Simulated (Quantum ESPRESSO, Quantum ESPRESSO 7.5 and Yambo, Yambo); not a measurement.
## Excitons of BaS (Fm-3m) on ever denser meshes

Aim: follow the lowest exciton of BaS (Fm-3m) as the mesh is refined.

Method: PBE and many-body steps on it, plane waves, in Quantum ESPRESSO 7.5 and Yambo 5.3.0.

**1. Set-up**

The structure is cubic, space group Fm-3m (No. 225). The conventional cell has a = 6.387 Å, b = 6.387 Å, c = 6.387 Å, α = 90.00°, β = 90.00°, γ = 90.00°. Ba has 6 S at 3.19 Å nearest. S has 6 Ba at 3.19 Å nearest. Farther neighbours and most contacts between anions are not listed.

The cell and positions come from the Crystallography Open Database and are kept as given unless a step says otherwise. Spin-orbit coupling is left out unless a step names it.

**2. Empty states on the mesh, 4×4×4 mesh, 155 bands**

This step: Quantum ESPRESSO 7.5; DFT, PBE, plane waves, norm-conserving pseudopotentials.

The sums over transitions need many empty states on a uniform mesh; this step solves for them.

pw.in reads:

```
&control
  calculation = 'nscf'
  prefix = 'x'
  outdir = 'o'
  pseudo_dir = 'pseudo'
/
&system
  ibrav = 0
  nat = 2
  ntyp = 2
  ecutwfc = 40.0
  nbnd = 155
  force_symmorphic = .true.
/
&electrons
  conv_thr = 1e-9
  electron_maxstep = 80
  diago_full_acc = .true.
  diago_thr_init = 5e-6
/
ATOMIC_SPECIES
  Ba 137.33 Ba.upf
  S 32.06 S.upf
CELL_PARAMETERS angstrom
  -0.0000000000 3.1937500000 3.1937500000
  3.1937500000 -0.0000000000 3.1937500000
  3.1937500000 3.1937500000 -0.0000000000
ATOMIC_POSITIONS crystal
  Ba 0.0000000000 0.0000000000 0.0000000000
  S 0.5000000000 0.5000000000 0.5000000000
K_POINTS automatic
  4 4 4 0 0 0
```

Run with:

```bash
> OMP_NUM_THREADS=1 mpirun -n 8 pw.x -nk 4 -in pw.in > pw.out
```

The program printed:

```text
Program PWSCF v.7.5 starts

     This program is part of the open-source Quantum ESPRESSO suite
     for quantum simulation of materials; please cite
         "P. Giannozzi et al., J. Phys.:Condens. Matter 21 395502 (2009);
         "P. Giannozzi et al., J. Phys.:Condens. Matter 29 465901 (2017);
         "P. Giannozzi et al., J. Chem. Phys. 152 154105 (2020);
     in publications or presentations arising from this work. More details at

     Atomic positions and unit cell read from directory:
     o/x.save/

     Message from routine setup:
[...]
k =-0.3536-0.3536 0.3536 (  1892 PWs)   bands (ev):

[...]
56.5255  57.4844  58.5334  60.2248  60.2248  60.2865  60.2865  61.8529
     [... 8 further rows ...]
    92.6197  92.6197  93.9258  93.9258  94.0687  94.0687  95.5642  95.5961
    95.7133  96.3035  96.7536

          k = 0.3536 0.0000 0.0000 (  1876 PWs)   bands (ev):

     [... further k-points ...]

     highest occupied, lowest unoccupied level (ev):     5.8941    8.0404

     XML data file, pseudopotentials, collected wavefunctions

=------------------------------------------------------------------------------=
   JOB DONE.
=------------------------------------------------------------------------------=
```

It took 3.5 s on 8 MPI ranks of AMD EPYC 7B13 (Zen 3), shared host; peak memory 0.52 GiB; 26 s of CPU time.

This step gave:

* gap: 2.146 eV
* k of the valence top: 0, 0, 0
* k of the conduction bottom: 0, -0.5, -0.5
* least direct gap: 2.272 eV
* k points computed: 8
* lowest point of the top converged band, above the valence top: 89.8133 eV

On this mesh the gap is 2.146 eV.

The density comes from a self-consistent run that is not shown.

**3. Conversion and set-up**

This step: Yambo 5.3.0; conversion and set-up on PBE, plane waves, norm-conserving pseudopotentials.

The states are converted to the many-body program's format and the q mesh is built.

Run with:

```bash
> (cd o/x.save; p2y > p2y.log; mv SAVE ../..); yambo > setup.log
```

The program printed:

```text
 Yambo, version 5.3.0

 [02] CORE Variables Setup
 =========================

  [02.01] Unit cells
  ==================

  Cell kind             :  FCC
  Atoms in the cell     :  Ba  S
  number of Ba atoms    :  1
  number of S  atoms    :  1

  List of atomic masses
  Mass of Ba    :  137.3300
  Mass of S     :  32.06000

  List of atomic coordinates    : [cc]
  Ba1       :  0.000000  0.000000  0.000000  order 1
  S1       :  6.035313  6.035313  6.035313  order 2

  Alat factors          :  6.035313  6.035313  6.035313 [a.u.]
  Direct lattice volume :  439.6725 [a.u.]
[...]
==========================================

 IBZ Q-points                                      :   8
 BZ  Q-points                                      :   64

 K/Q-points units:
 rlu = crystal or reduced units; cc = cartesian coordinates; iku = interal k-units

 Q [1]          [rlu]:  0.000000  0.000000  0.000000
 Q [2]          [rlu]:  0.74313E-17  0.74313E-17  0.25000
 Q [3]          [rlu]: -0.14863E-16 -0.14863E-16 -0.50000
[...]
Q [7]          [rlu]:  0.14898E-16 -0.50000     -0.50000
 Q [8]          [rlu]:  0.250000 -0.500000 -0.250000

  [03.01] X indexes
  =================

   [03.01.01] Sigma indexes
   ========================

 [06] Game Over & Game summary
```

Elapsed: 2.6 s, on 1 MPI rank; peak memory 0.24 GiB.

**4. Screening and self-energy, 4×4×4 mesh, 155 bands, screening to 163.3 eV**

Now the one-shot GW correction: screening in the RPA, then the self-energy of the levels asked for.

This step: G0W0 on PBE, plane waves, norm-conserving pseudopotentials.

gw1.in reads:

```
HF_and_locXC
gw0
dyson
ppa
em1d
rim_cut
RandQpts= 1000000
RandGvec= 1 RL
EXXRLvcs= 40 Ry
VXCRLvcs= 160 Ry
Chimod= "HARTREE"
% BndsRnXp
 1 | 155 |
%
NGsBlkXp= 12 Ry
% LongDrXp
 1 | 1 | 1 |
%
% GbndRnge
 1 | 155 |
%
DysSolver= "n"
ExtendOut
PPAPntXp= 27.21138 eV
% QPkrange
 1 | 1 | 7 | 10 |
 7 | 7 | 7 | 10 |
%
```

Run with:

```bash
> OMP_NUM_THREADS=1 mpirun -n 8 yambo -F gw1.in -J gw1 -C gw1 > gw1.log
```

The program printed:

```text
 Yambo, version 5.3.0

 [02] CORE Variables Setup
 =========================

  [... cell, symmetries and grids as in the set-up ...]

  [02.05] Energies & Occupations
  ==============================

  [X] === General ===
  [X] Electronic Temperature                        :  0.000000  0.000000 [eV K]
  [X] Bosonic    Temperature                        :  0.000000  0.000000 [eV K]
  [X] Finite Temperature mode                       : no
  [X] El. density                                   :  0.24558E+24 [cm-3]
[...]
QP @ state[ 1 ] b range                          :   7  10
   QP @ state[ 2 ] K range                          :   7   7
   QP @ state[ 2 ] b range                          :   7  10
   GF energies kind                                 : Perdew, Burke & Ernzerhof(X)+Perdew, Burke & Ernzerhof(C)
   GF WF`s kind                                     : Perdew, Burke & Ernzerhof(X)+Perdew, Burke & Ernzerhof(C)
   Xs energies kind                                 : Perdew, Burke & Ernzerhof(X)+Perdew, Burke & Ernzerhof(C)
   Xs WF`s kind                                     : Perdew, Burke & Ernzerhof(X)+Perdew, Burke & Ernzerhof(C)

 [11] Game Over & Game summary
```

The job ended after 57 s (8 MPI ranks; peak memory 2.8 GiB).

Numbers from this step:

```
G0W0 gap on the points computed              : 3.559 eV
starting gap on the mesh                     : 2.146 eV
k of the valence top                         : 0, 0, 0
k of the conduction bottom                   : 0, -0.5, -0.5
least direct G0W0 gap on the computed points : 3.703 eV
```

The gap on the mesh goes from 2.15 eV to 3.56 eV, a correction of +1.41 eV.

The gap opens by 1.412 eV; the next steps shift the empty bands rigidly by 1.431 eV, the correction at the start's least direct gap. The exciton steps add spin-orbit coupling, which this shift does not hold.

**5. Empty states on the mesh, 4×4×4 mesh, 46 bands**

This step: Quantum ESPRESSO 7.5; DFT, PBE with spin-orbit coupling, plane waves, norm-conserving pseudopotentials.

pw.in, as its differences from that of step 2:

```diff
@@ -11,4 +11,6 @@
   ecutwfc = 40.0
-  nbnd = 155
+  nbnd = 46
   force_symmorphic = .true.
+  noncolin = .true.
+  lspinorb = .true.
 /
```

Run with:

```bash
> OMP_NUM_THREADS=1 mpirun -n 8 pw.x -nk 4 -in pw.in > pw.out
```

The program printed:

```text
[banner, memory and clock lines left out]
Program PWSCF v.7.5 starts

     Atomic positions and unit cell read from directory:
     o/x.save/

     Message from routine setup:
     using ibrav=0 with symmetry is DISCOURAGED, use correct ibrav instead

     bravais-lattice index     =            0
     lattice parameter (alat)  =       8.5352  a.u.
     unit-cell volume          =     439.6725 (a.u.)^3
     number of atoms/cell      =            2
     number of atomic types    =            2
     number of electrons       =        16.00
[...]
k = 0.1768 0.1768-0.1768 (  1886 PWs)   bands (ev):

[...]
22.6325  22.6325  23.6450  23.6450  23.7496  23.7496

          k =-0.3536-0.3536 0.3536 (  1892 PWs)   bands (ev):

[...]
14.6538  14.6538  14.7935  14.7935  14.8507  14.8507  14.9098  14.9098
    16.6575  16.6575  17.9259  17.9259  18.0884  18.0884  18.7309  18.7309
    21.9309  21.9310  22.4571  22.4571  25.3354  25.3355

          k = 0.3536 0.0000 0.0000 (  1876 PWs)   bands (ev):

     [... further k-points ...]

     highest occupied, lowest unoccupied level (ev):     5.9427    8.0420

     XML data file, pseudopotentials, collected wavefunctions
```

Run time: 2.5 s. Hardware: 8 MPI ranks; peak memory 0.47 GiB.

Numbers from this step:

* gap: 2.099 eV
* k of the valence top: 0, 0, 0
* k of the conduction bottom: 0, -0.5, -0.5
* least direct gap: 2.189 eV
* k points computed: 8
* lowest point of the top converged band, above the valence top: 16.17 eV

On this mesh the gap is 2.099 eV.

The density comes from a self-consistent run that is not shown, made with spin-orbit coupling and fully relativistic files.

**6. Conversion and set-up**

This step: Yambo 5.3.0; conversion and set-up on PBE with spin-orbit coupling, plane waves, norm-conserving pseudopotentials.

Run with:

```bash
> (cd o/x.save; p2y > p2y.log; mv SAVE ../..); yambo > setup.log
```

The program printed:

```text
 Yambo, version 5.3.0

 [02] CORE Variables Setup
 =========================

  [02.01] Unit cells
  ==================

  Cell kind             :  FCC
  Atoms in the cell     :  Ba  S
  number of Ba atoms    :  1
  number of S  atoms    :  1

  List of atomic masses
  Mass of Ba    :  137.3300
  Mass of S     :  32.06000

  List of atomic coordinates    : [cc]
  Ba1       :  0.000000  0.000000  0.000000  order 1
  S1       :  6.035313  6.035313  6.035313  order 2

  Alat factors          :  6.035313  6.035313  6.035313 [a.u.]
  Direct lattice volume :  439.6725 [a.u.]
[...]
==========================================

 IBZ Q-points                                      :   8
 BZ  Q-points                                      :   64

 K/Q-points units:
 rlu = crystal or reduced units; cc = cartesian coordinates; iku = interal k-units

 Q [1]          [rlu]:  0.000000  0.000000  0.000000
 Q [2]          [rlu]:  0.74313E-17  0.74313E-17  0.25000
 Q [3]          [rlu]: -0.14863E-16 -0.14863E-16 -0.50000
[...]
Q [7]          [rlu]:  0.14898E-16 -0.50000     -0.50000
 Q [8]          [rlu]:  0.250000 -0.500000 -0.250000

  [03.01] X indexes
  =================

   [03.01.01] Sigma indexes
   ========================

 [06] Game Over & Game summary
```

The job ended after 2.9 s (1 MPI rank; peak memory 0.24 GiB).

[end of part 1 of 3]

[Paths, hosts, dates, memory and timing lines, banners, echoed tables and standing remarks are left out of the program output.]

[Logs are printed without paths, hosts, clocks, repeated set-up lines and the standing remarks that a program may print on its own settings, such as how far it seeks lower states.]

[Runs of the session that timed out or met a known fault of the program may be left out.]

[Hosts, paths, dates, database ids (printed as entryN), source tags and the programs' standing remarks are cut or masked in the printed files.]
